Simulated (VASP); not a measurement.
Runs of VASP 6.6.1 on AlP. Symmetry: F-43m, No. 216, cubic system. The conventional cell has a = 5.451 Å, b = 5.451 Å, c = 5.451 Å, α = 90.00°, β = 90.00°, γ = 90.00°. Al (site symmetry -43m) has 4 P at 2.36 Å as nearest neighbours. P (site symmetry -43m) is surrounded by 4 Al at 2.36 Å. 

```tsv
level	potentials or basis	k mesh	cutoff (eV)	mesh quality	gap on the mesh (eV)	pressure (GPa)	relaxed volume (Å³/atom)
PBE	VASP PAW PBE potentials, release 64 (Al, P)	4 × 4 × 4	300	coarse	1.61	0.0	20.92
LDA	VASP PAW LDA potentials, release 64 (Al, P)	8 × 8 × 8	600	not flagged	1.42	0.0	(a)
PBE	VASP PAW PBE potentials, release 64 (Al, P)	8 × 8 × 8	600	not flagged	1.63	0.0	20.86
PBEsol	VASP PAW PBE potentials, release 64 (Al, P)	8 × 8 × 8	600	not flagged	(b)	0.0	(c)
```

Alike in all rows: task relaxation of cell and atoms; no spin polarisation; cell relaxed; smearing gaussian 0.03 eV.

**Question.** Fill in the values left out.

**Answer.** (a) 20.07; (b) 1.45; (c) 20.47.

Caveats: some runs use coarse meshes; the cutoff is under 1.25 times the usual one of these potentials, so pressure, stress and relaxed cells hold a basis-set (Pulay) error (some runs); the PAW data sets were made with another functional, which shifts forces and pressure a little (some runs).

A k mesh can miss the band edges.
